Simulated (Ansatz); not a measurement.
Wanted: the native input for an Ansatz 0.2.0 run.

* Task: single point
* Functional: PBEsol
* Potentials or basis: Ansatz PAW
* Cutoff: 420 eV (not typed: the program's choice for these potentials)
* k mesh: 10 × 10 × 10
* Occupations: fermi-dirac, width 0.05 eV
* Spin: no spin polarisation

The system is MnO.

```
Mn O
1.0
     0.00000    2.22391    2.22391
     2.22391    0.00000    2.22391
     2.22391    2.22391    0.00000
Mn O
1 1
Direct
  0.00000 0.00000 0.00000
  0.50000 0.50000 0.50000
```

The cell is a database's computed one.

One way to write it, as run:

input.yaml

```yaml
crystal:
  lattice:
    - [0.0, 2.2239077028, 2.2239077028]
    - [2.2239077028, 0.0, 2.2239077028]
    - [2.2239077028, 2.2239077028, 0.0]
  atoms:
    - { symbol: Mn, position: [0.0, 0.0, 0.0] }
    - { symbol: O, position: [0.5, 0.5, 0.5] }
hamiltonian:
  xc: pbesol
  pseudopotentials: { kind: paw }
kpoints:
  mp_grid: { grid: [10, 10, 10] }
scf:
  occupations: { method: fermi_dirac, width: 0.05 }
output:
  forces: true
  stress: true
  eigenvalues: true
```

Potentials or basis: Ansatz PAW.

The run is started by

```sh
$ ansatz run input.yaml --threads 2 --pin off --max-ram 5632MiB --backend cpu --events-out ev --progress --plain --runs-dir out
```

It gave:

```json
{
  "Pressure": "-41.3 GPa",
  "Band gap on the k mesh": "none (metal or under the smearing width)"
}
```

Caveat: a pressure of tens of GPa on the cell as given is suspect, and the run, the potentials or the cell itself is likely at fault; the pressure holds a Pulay correction of +0.6 GPa for the finite cutoff; an odd number of electrons without spin polarisation forces a metal; a magnetic or distorted state may lie lower; the run has no spin polarisation, though such a crystal can be magnetic; semilocal functionals often make such compounds metallic where correlation or magnetic order opens a gap, which also shifts bond lengths; the PAW data sets come from PBE, with cores solved anew for the run's functional, which leaves a small shift of forces and pressure.

Run time: 0.66 s on 2 threads of Arm Neoverse V2, with other jobs on the host, peak memory 0.28 GiB.
